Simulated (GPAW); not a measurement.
## Input and output of a self-consistent single point for GeTe (R3m, 2 atoms in the cell) (GPAW)

Computed with PBE, GPAW PAW datasets PBE (gpaw-data 1.0.1) (plane waves; GPAW 25.7.0).

This input was run:

```python
from ase import Atoms
from ase.units import GPa
from gpaw import GPAW

atoms = Atoms(['Ge', 'Te'],
              cell=[[2.100778, 1.212885, 3.690064],
                    [-2.100778, 1.212885, 3.690064],
                    [0.000000, -2.425771, 3.690064]],
              scaled_positions=[[0.996747, 0.996747, 0.996747],
                                [0.528777, 0.528777, 0.528777]],
              pbc=True)

calc = GPAW(mode={'name': 'pw', 'ecut': 600},
            xc='PBE',
            kpts=(5, 5, 5),
            occupations={'name': 'fermi-dirac', 'width': 0.0},
            nbands=-8,
            convergence={'bands': -6},
            symmetry={'symmorphic': False, 'tolerance': 0.0005},
            maxiter=150,
            txt='-')

atoms.calc = calc

energy = atoms.get_potential_energy()
print('Energy (eV):', round(energy, 6))
forces = atoms.get_forces()
print('Forces (eV/Ang):')
print(forces.round(5))
stress = atoms.get_stress()
print('Stress (GPa, Voigt):', (stress / GPa).round(4))
```

Output (repeated stretches shortened):

```
Input parameters:
  convergence: {bands: -6}
  kpts: [5 5 5]
  maxiter: 150
  mode: {ecut: 600,
         name: pw}
  nbands: -8
  occupations: {name: fermi-dirac,
                width: 0.0}
  symmetry: {symmorphic: False,
             tolerance: 0.0005}
  xc: PBE

species:
  Ge:
    name: Germanium
    Z: 32.0
    valence: 4
    core: 28
    charge: 0.0
    file: Ge.PBE.gz

    # Using partial waves for Ge as LCAO basis

  Te:
    name: Tellurium
    Z: 52.0
    valence: 6
    core: 46
    charge: 0.0
    file: Te.PBE.gz

    # Using partial waves for Te as LCAO basis

Reference energy: -241888.321286  # eV

Spin-paired calculation

Convergence criteria:
 Maximum [total energy] change in last 3 cyles: 0.0005 eV / valence electron
 Maximum integral of absolute [dens]ity change: 0.0001 electrons / valence electron
 Maximum integral of absolute [eigenst]ate change: 4e-08 eV^2 / valence electron
 Maximum number of scf [iter]ations: 150

Symmetries present (total): 6
Symmetries with fractional translations: 0
125 k-points: 5 x 5 x 5 Monkhorst-Pack grid
19 k-points in the irreducible part of the Brillouin zone
       k-points in crystal coordinates                weights
   0:     0.00000000    0.00000000    0.00000000          1/125
   1:     0.20000000    0.00000000   -0.20000000          6/125
   2:     0.20000000    0.00000000    0.00000000          6/125
   [... 7 lines left out ...]
          ...
  18:     0.40000000    0.40000000    0.40000000          2/125

Wave functions: Plane wave expansion
  Cutoff energy: 600.000 eV
  Number of coefficients (min, max): 1871, 1905
  Pulay-stress correction: 0.000000 eV/Ang^3 (de/decut=0.000000)

Occupation numbers: # Zero width

Eigensolver

Densities:
  Coarse grid: 25*25*25 grid
  Fine grid: 50*50*50 grid
  Total Charge: 0.000000

Density mixing:
  Method: separate
  Backend: pulay
  Linear mixing parameter: 0.05
  old densities: 5
  Damping of long wavelength oscillations: 50

Hamiltonian:
  XC and Coulomb potentials evaluated on a 50*50*50 grid
  External potential:
    NoExternalPotential

XC parameters: PBE with 2 nearest neighbor stencil

Number of atoms: 2
Number of atomic orbitals: 8
Number of bands in calculation: 13
Number of valence electrons: 10
Bands to converge: 7

Density initialized from atomic densities
  8 bands from LCAO basis set
  5 bands from random numbers

Atomic positions and initial magnetic moments

Positions:
   0 Ge     0.000000   -0.000001   11.034181    ( 0.0000,  0.0000,  0.0000)
   1 Te    -0.000000   -0.000001    5.853663    ( 0.0000,  0.0000,  0.0000)

Unit cell:
           periodic     x           y           z      points  spacing
  1. axis:    yes    2.100778    1.212885    3.690064    25     0.1383
  2. axis:    yes   -2.100778    1.212885    3.690064    25     0.1383
  3. axis:    yes    0.000000   -2.425771    3.690064    25     0.1383

  Lengths:   4.415986   4.415986   4.415987
  Angles:   56.812651  56.812651  56.812634

Effective grid spacing dv^(1/3) = 0.1534

     iter     time        total  log10-change:
                         energy   eigst   dens
iter:   1 --:--:--    -7.938347   +0.08
iter:   2 --:--:--    -7.939886   -0.72  -1.27
iter:   3 --:--:--    -7.936017c  -2.31  -1.30
iter:   4 --:--:--    -7.939078c  -3.52  -1.61
iter:   5 --:--:--    -7.935570c  -3.61  -1.76
iter:   6 --:--:--    -7.935592c  -5.33  -2.54
iter:   7 --:--:--    -7.935553c  -5.41  -2.64
iter:   8 --:--:--    -7.935553c  -6.13  -3.06
iter:   9 --:--:--    -7.935553c  -6.60  -3.28
iter:  10 --:--:--    -7.935553c  -7.57c -3.90
iter:  11 --:--:--    -7.935553c  -8.79c -4.15c

Converged after 11 iterations.

Dipole moment: (-0.000000, -0.000000, 1.408193) |e|*Ang

Energy contributions relative to reference atoms: (reference = -241888.321286)

Kinetic:        +11.550958
Potential:      -12.124434
External:        +0.000000
XC:              -7.509958
Entropy (-ST):   +0.000000
Local:           +0.147880
SIC:             +0.000000
--------------------------
Free energy:     -7.935553
Extrapolated:    -7.935553

Showing only first 2 kpts
 Kpt  Band  Eigenvalues  Occupancy
  0     3      4.24056    2.00000
  0     4      4.24056    2.00000
  0     5      8.47690    0.00000
  0     6      9.04125    0.00000

  1     3      4.33310    2.00000
  1     4      5.11929    2.00000
  1     5      6.71389    0.00000
  1     6      7.01653    0.00000

Fermi level: 6.13362

Gap: 0.767 eV
Transition (v -> c):
  (s=0, k=13, n=4, [0.40, 0.20, 0.20]) -> (s=0, k=9, n=5, [0.40, 0.00, 0.00])
Direct/indirect transitions are different
Direct gap: 1.115 eV
Transition at: (s=0, k=13, n=4, [0.40, 0.20, 0.20])
Energy (eV): -7.935553

Forces in eV/Ang:
  0 Ge    0.00000    0.00000   -0.14323
  1 Te    0.00000   -0.00000    0.14076

Stress tensor:
    -0.000279    -0.000000     0.000000
     0.000000    -0.000279    -0.000000
     0.000000    -0.000000     0.005835
Stress (GPa, Voigt): [-0.0448 -0.0448  0.9348 -0.      0.     -0.    ]
```

The run converged in 11 iterations. GPAW prints stress with tension positive.

The starting cell comes from a database of computed structures (which also holds hypothetical and non-ambient phases and stackings), without a prior relaxation at this level. Its lattice was rescaled by up to half a per cent. One atom was moved a little off its site on purpose. Spin-orbit coupling is off. Another mesh or the band path of this cell gives a smaller gap, so this value is not converged in the mesh.
